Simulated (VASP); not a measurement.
# Be (P6/mmm) in VASP: notebook

The runs below take Be through single point, with BLYP.

All numbers are computed with VASP 6.6.1; they aren't measurements. Logs are shortened: lines on timing, memory, paths and dates and some standing lists are left out, and cuts for length are marked.

## 1. The structure

The structure is hexagonal, space group P6/mmm (No. 191). Conventional cell: a = 3.568 Å, b = 3.568 Å, c = 2.206 Å, α = 90.00°, β = 90.00°, γ = 120.00°. Around Be (site symmetry 6/mmm) lie 14 Be at 2.21 to 2.34 Å. Be (site symmetry -6m2) is surrounded by 11 Be at 2.06 to 2.34 Å.

This isn't the form of Be at room conditions, which is hcp.

## 2. Single point, BLYP

The input, INCAR:

```
SYSTEM = Be
PREC = Accurate ; ENCUT = 520
EDIFF = 1E-6 ; ISMEAR = -1
SIGMA = 0.1 ; LREAL = .False.
LASPH = .True. ; NELM = 100
ALGO = Normal ; ISIF = 2
LWAVE = .False. ; LCHARG = .True.
GGA = B5 ; ALDAX = 1.0
AGGAX = 1.0 ; AGGAC = 1.0
ALDAC = 0.0 ; LELF = .True.
LVHAR = .True. ; NBANDS = 10
```

The input, KPOINTS:

```
Automatic mesh
0
Gamma
  13 13 19
  0 0 0
```

The input, POSCAR:

```
Be
1.0
    3.5678314525      0.0000000000      0.0000000000
   -1.7839157262      3.0898326743      0.0000000000
    0.0000000000      0.0000000000      2.2056433664
Be
3
Direct
    1.0000000000      0.0000000000      0.0000000000
    0.3333333333      0.6666666667      0.5000000000
    0.6666666667      0.3333333333      0.5000000000
```

Potentials or basis: VASP PAW PBE potentials, release 64 (Be).

Command:

```bash
$ cat potpaw_PBE.64/Be/POTCAR > POTCAR
$ mpirun -np 1 vasp_std > vasp.out
```

OUTCAR:

```text
SYSTEM = Be
   PREC = Accurate
   ENCUT = 520
   EDIFF = 1E-6
   ISMEAR = -1
   LREAL = .False.
   LASPH = .True.
   NELM = 100
   ISIF = 2
   GGA = B5

 ion  position               nearest neighbor table
   1  0.000  0.000  0.000-   2 2.34   3 2.34   2 2.34   3 2.34   2 2.34   2 2.34   3 2.34   3 2.34
                             3 2.34   3 2.34   2 2.34   2 2.34
   2  0.333  0.667  0.500-   3 2.06   3 2.06   3 2.06   1 2.34   1 2.34   1 2.34   1 2.34   1 2.34
                             1 2.34
   3  0.667  0.333  0.500-   2 2.06   2 2.06   2 2.06   1 2.34   1 2.34   1 2.34   1 2.34   1 2.34
                             1 2.34

  LATTYP: Found a hexagonal cell.
 ALAT       =     3.5678314525
 C/A-ratio  =     0.6182027923

  Lattice vectors:

 A1 = (   3.5678314525,   0.0000000000,   0.0000000000)
 A2 = (  -1.7839157262,   3.0898326743,   0.0000000000)
 A3 = (   0.0000000000,   0.0000000000,   2.2056433664)

Analysis of symmetry for initial positions (statically):
=====================================================================
 Subroutine PRICEL returns:
 Original cell was already a primitive cell.

 Routine SETGRP: Setting up the symmetry group for a
 hexagonal supercell.

 Subroutine GETGRP returns: Found 24 space group operations
 (whereof 24 operations were pure point group operations)
 out of a pool of 24 trial point group operations.

The static configuration has the point symmetry D_6h.

Analysis of symmetry for dynamics (positions and initial velocities):
=====================================================================
 Subroutine PRICEL returns:
 Original cell was already a primitive cell.

 Routine SETGRP: Setting up the symmetry group for a
 hexagonal supercell.

 Subroutine GETGRP returns: Found 24 space group operations
 (whereof 24 operations were pure point group operations)
 out of a pool of 24 trial point group operations.

The dynamic configuration has the point symmetry D_6h.

 Subroutine INISYM returns: Found 24 space group operations
 (whereof 24 operations are pure point group operations),
 and found     1 'primitive' translations

----------------------------------------------------------------------------------------

                                     Primitive cell

  volume of cell :      24.3150

  direct lattice vectors                    reciprocal lattice vectors
     3.567831453  0.000000000  0.000000000     0.280282298  0.161821060  0.000000000
    -1.783915726  3.089832674  0.000000000     0.000000000  0.323642121  0.000000000
     0.000000000  0.000000000  2.205643366     0.000000000  0.000000000  0.453382453

  length of vectors
     3.567831453  3.567831452  2.205643366     0.323642121  0.323642121  0.453382453

  position of ions in fractional coordinates (direct lattice)
     0.000000000  0.000000000  0.000000000
     0.333333333  0.666666667  0.500000000
     0.666666667  0.333333333  0.500000000

  ion indices of the primitive-cell ions
   primitive index   ion index
                 1           1
                 2           2
                 3           3

----------------------------------------------------------------------------------------

 KPOINTS: Automatic mesh

Automatic generation of k-mesh.
 Grid dimensions read from file:
 generate k-points for:   13   13   19

 Generating k-lattice:

  Cartesian coordinates                     Fractional coordinates (reciprocal lattice)
     0.021560177  0.012447774  0.000000000     0.076923077  0.000000000  0.000000000
     0.000000000  0.024895548  0.000000000     0.000000000  0.076923077  0.000000000
     0.000000000  0.000000000  0.023862234     0.000000000  0.000000000  0.052631579

  Length of vectors
     0.024895548  0.024895548  0.023862234

  Shift w.r.t. Gamma in fractional coordinates (k-lattice)
     0.000000000  0.000000000  0.000000000

 Subroutine IBZKPT returns following result:
 ===========================================

 Found    210 irreducible k-points:

 Following reciprocal coordinates:
            Coordinates               Weight
  0.000000  0.000000  0.000000      1.000000
  0.076923 -0.000000  0.000000      6.000000
  0.153846 -0.000000  0.000000      6.000000
  0.230769 -0.000000  0.000000      6.000000
  0.307692 -0.000000  0.000000      6.000000
  0.384615  0.000000  0.000000      6.000000
[... 16 lines left out ...]
  0.076923 -0.000000  0.052632     12.000000
  0.153846 -0.000000  0.052632     12.000000
 [... further k-points ...]
   k-points           NKPTS =    210   k-points in BZ     NKDIM =    210   number of bands    NBANDS=     10
   number of dos      NEDOS =    301   number of ions     NIONS =      3
   total plane-waves  NPLWV =  12544
   dimension x,y,z NGX =    28 NGY =   28 NGZ =   16
   dimension x,y,z NGXF=    56 NGYF=   56 NGZF=   32
   ions per type =               3
   NGX,Y,Z   is equivalent  to a cutoff of  13.05, 13.05, 12.06 a.u.
   NGXF,Y,Z  is equivalent  to a cutoff of  26.09, 26.09, 24.12 a.u.
 SYSTEM =  Be
   PREC   = accura    normal or accurate (medium, high low for compatibility)
   ISTART =      0    job   : 0-new  1-cont  2-samecut
   ICHARG =      2    charge: 1-file 2-atom 10-const
   ISPIN  =      1    spin polarized calculation?
   LNONCOLLINEAR =      F non collinear calculations
   LSORBIT =      F    spin-orbit coupling
   LASPH  =      T    aspherical Exc in radial PAW
   ENCUT  =  520.0 eV  38.22 Ry    6.18 a.u.   6.63  6.63  4.10*2*pi/ulx,y,z
   NELM   =    100;   NELMIN=  2; NELMDL= -5     # of ELM steps
   EDIFF  = 0.1E-05   stopping-criterion for ELM
   LREAL  =      F    real-space projection
[... 7 lines left out ...]
   TEBEG  =    0.0;   TEEND  =   0.0 temperature during run
   PSTRESS=    0.0 pullay stress
   NELECT =       6.0000    total number of electrons
   NUPDOWN=      -1.0000    fix difference up-down
   EMIN   =  10.00;   EMAX   =-10.00  energy-range for DOS
   EFERMI =   0.00;   METHOD = LEGACY
   ISMEAR =    -1;   SIGMA  =   0.10  broadening in eV -4-tet -1-fermi 0-gaus
   EFERMI_NEDOS =   21; number of points for ismear=-14 and -15
   IALGO  =     38    algorithm
   IMIX   =      4    mixing-type and parameters
     AMIX     =   0.40;   BMIX     =  1.00
     AMIX_MAG =   1.60;   BMIX_MAG =  1.00
  volume/ion in A,a.u.               =       8.11        54.70
  Fermi-wavevector in a.u.,A,eV,Ry     =   1.026834  1.940436 14.345830  1.054389
  Thomas-Fermi vector in A             =   2.160748
   LORBIT       =      0    0 simple, 1 ext, 2 COOP (PROOUT), +10 PAW based schemes
   GGA     = B5    functional components
   LHFCALC =     F    Hartree Fock is set to
   AEXX    =    0.0000 exact exchange contribution
   IVDW    =     0    specifies the selected vdW correction
   LEPSILON=     F    determine dielectric tensor
   LRPA    =     F    only Hartree local field effects (RPA)
 non-spin polarized calculation
  energy-cutoff  :      520.00
  volume of cell :       24.32
 maximum number of plane-waves:       686
 NGX is ok and might be reduce to    28
   NGX = 13   NGY = 13   NGZ =  9

 number of electron       6.0000000 magnetization

 Free energy of the ion-electron system (eV)
  ---------------------------------------------------
  ext. energy  EPLUGINS =         0.00000000
  ---------------------------------------------------
  free energy    TOTEN  =        -8.74936164 eV

  energy without entropy =       -8.73113712  energy(sigma->0) =       -8.74024938

 E-fermi :   7.8171     XC(G=0):  -9.9929

 val. band max:        7.8035369580   @ k =   0.0769  -0.0000   0.0000
 cond. band min:       7.8443193919   @ k =   0.3077   0.1538   0.4737
 fundamental gap:      0.0407824339
 Fermi energy:         7.8170600527

 k-point     1 :       0.0000    0.0000    0.0000
  band No.  band energies     occupation
      1      -3.8775      2.00000
      2       6.6848      1.99998
      3       6.6848      1.99998
      4       6.9360      1.99970
      5       6.9360      1.99970
      6      13.3727      0.00000
      7      13.6266      0.00000
      8      18.0671      0.00000
      9      26.4087      0.00000
     10      26.5206      0.00000

 k-point     2 :       0.0769   -0.0000    0.0000
  band No.  band energies     occupation
      1      -3.8092      2.00000
      2       5.5400      2.00000
      3       5.7288      2.00000
      4       7.8035      1.06751
      5       8.0660      0.15320
      6      13.6571      0.00000
      7      13.8653      0.00000
      8      18.1490      0.00000
      9      26.3009      0.00000
     10      26.3746      0.00000

 k-point     3 :       0.1538   -0.0000    0.0000
  band No.  band energies     occupation
      1      -3.6044      2.00000
      2       4.1906      2.00000
      3       4.8338      2.00000
      4       8.3612      0.00863
      5       9.4819      0.00000
      6      14.3058      0.00000
      7      14.7349      0.00000
      8      18.3938      0.00000
      9      25.4822      0.00000
     10      25.8360      0.00000

 k-point     4 :       0.2308   -0.0000    0.0000
  band No.  band energies     occupation
      1      -3.2630      2.00000
      2       2.8636      2.00000
      3       4.1145      2.00000
      4       8.5669      0.00111
      5      11.0651      0.00000
      6      15.1240      0.00000
      7      16.2058      0.00000
      8      18.7989      0.00000
      9      24.2495      0.00000
     10      24.6595      0.00000
[... 222 lines left out ...]
 k-point    22 :       0.0000    0.0000    0.0526
  band No.  band energies     occupation
      1      -3.8144      2.00000
      2       6.7615      1.99995
      3       6.7615      1.99995
      4       7.0185      1.99932
      5       7.0185      1.99932
      6      13.1587      0.00000
      7      13.5872      0.00000
      8      17.7286      0.00000
      9      26.0950      0.00000
     10      26.4743      0.00000

 k-point    23 :       0.0769   -0.0000    0.0526
  band No.  band energies     occupation
      1      -3.7460      2.00000
      2       5.6174      2.00000
      3       5.8087      2.00000
      4       7.8767      0.71019
      5       8.1450      0.07257
      6      13.4510      0.00000
      7      13.8231      0.00000
      8      17.8031      0.00000
      9      25.9341      0.00000
     10      26.2823      0.00000

 k-point    24 :       0.1538   -0.0000    0.0526
  band No.  band energies     occupation
      1      -3.5411      2.00000
      2       4.2645      2.00000
      3       4.9142      2.00000
      4       8.4168      0.00496
      5       9.5594      0.00000
      6      14.1605      0.00000
      7      14.6412      0.00000
      8      18.0251      0.00000
      9      25.3933      0.00000
     10      25.4889      0.00000

 [... further k-points ...]

------------------------ aborting loop because EDIFF is reached ----------------------------------------

  FORCE on cell =-STRESS in cart. coord.  units (eV):
  Direction    XX          YY          ZZ          XY          YZ          ZX
  --------------------------------------------------------------------------------------
  -------------------------------------------------------------------------------------
  Total       -0.0234198     -0.0234198      0.1463286     -0.0000000     -0.0000000      0.0000000
  in kB       -1.5431922     -1.5431922      9.6419576     -0.0000000     -0.0000000      0.0000000
  external PRESSURE =       2.1851911 kB  Pullay stress =       0.0000000 kB

 VOLUME and BASIS-vectors are now :
 -----------------------------------------------------------------------------
  energy-cutoff  :      520.00
  volume of cell :       24.32
      direct lattice vectors                 reciprocal lattice vectors
     3.567831453  0.000000000  0.000000000     0.280282298  0.161821060  0.000000000
    -1.783915726  3.089832674  0.000000000     0.000000000  0.323642121  0.000000000
     0.000000000  0.000000000  2.205643366     0.000000000  0.000000000  0.453382453

 POSITION                                       TOTAL-FORCE (eV/Angst)
 -----------------------------------------------------------------------------------
      0.00000      0.00000      0.00000        -0.000000      0.000000      0.000000
     -0.00000      2.05989      1.10282        -0.000000      0.000000      0.000000
      1.78392      1.02994      1.10282         0.000000     -0.000000     -0.000000
 -----------------------------------------------------------------------------------
    total drift:                               -0.000000     -0.000000     -0.000000

  FREE ENERGIE OF THE ION-ELECTRON SYSTEM (eV)
  ---------------------------------------------------
  free  energy   TOTEN  =        -8.7493616449 eV

  energy  without entropy=       -8.7311371176  energy(sigma->0) =       -8.74024938
```

It took 30 s on 1 thread of Intel Xeon Platinum 8488C (Sapphire Rapids), shared host; peak memory 0.16 GiB.

What came out:

```
Free energy            : -8.7494 eV
Pressure               : 0.2 GPa
Band gap on the k mesh : none (metal or under the smearing width)
```

Levels at points of the mesh, in eV from the Fermi level:
```csv
k point,band 1,band 2,band 3,band 4,band 5,band 6,band 7,band 8
"(0.00, 0.00, 0.00)",-11.69,-1.13,-1.13,-0.88,-0.88,5.56,5.81,10.25
```

Caveat: the PAW data sets were made with another functional, which shifts forces and pressure a little.

## 3. Single point, BLYP

This run uses another cell than the first one, of 7.13 Å³/atom, 0.880 times its volume.

The input, INCAR:

```
PREC = Accurate ; ENCUT = 520
EDIFF = 1E-6 ; ISMEAR = -1
SIGMA = 0.1 ; LREAL = False
LASPH = True ; NELM = 60
ALGO = Normal ; ISIF = 2
LWAVE = False ; LCHARG = True
GGA = B5 ; ALDAX = 1.0
AGGAX = 1.0 ; AGGAC = 1.0
ALDAC = 0.0 ; LELF = True
LVHAR = True ; NBANDS = 10
```

The input, KPOINTS:

```
regular mesh
0
Gamma
  12 12 16
```

The input, POSCAR:

```
Be
1.0
    3.4189956936      0.0000000000      0.0000000000
   -1.7094978468      2.9609371261      0.0000000000
    0.0000000000      0.0000000000      2.1136326847
Be
3
Direct
    1.0000000000      0.0000000000      0.0000000000
    0.3333333333      0.6666666667      0.5000000000
    0.6666666667      0.3333333333      0.5000000000
```

Potentials or basis: VASP PAW PBE potentials, release 64 (Be).

Command:

```bash
$ cat potpaw_PBE.64/Be/POTCAR > POTCAR
$ mpirun -np 1 vasp_std > vasp.out
```

It took 27 s on 1 thread of Intel Xeon Platinum 8488C (Sapphire Rapids), shared host; peak memory 0.15 GiB.

It converged, with:

- Free energy: -8.5997 eV
- Pressure: 17.9 GPa
- Band gap on the k mesh: none (metal or under the smearing width)

Stress tensor (GPa, compression positive):
```
19.47  0.00  0.00
 0.00 19.47  0.00
 0.00  0.00 14.83
```

Levels at points of the mesh, in eV from the Fermi level:
| k point | band 1 | band 2 | band 3 | band 4 | band 5 | band 6 |
| --- | --- | --- | --- | --- | --- | --- |
| (0.00, 0.00, 0.00) | -12.58 | -1.43 | -1.43 | -1.15 | -1.15 | 6.43 |
| (0.50, 0.00, 0.00) | -9.60 | -9.51 | -5.44 | 1.02 | 10.48 | 10.97 |
| (0.00, 0.00, 0.50) | -7.05 | -6.07 | 3.87 | 3.87 | 4.71 | 6.34 |
| (0.50, 0.00, 0.50) | -4.95 | -4.84 | -1.94 | -0.43 | 1.25 | 4.02 |

Caveat: so large a pressure means that the cell lies far from this level's equilibrium, or that cutoff or potentials fall short; the potentials were made for another functional, which shifts forces and pressure.
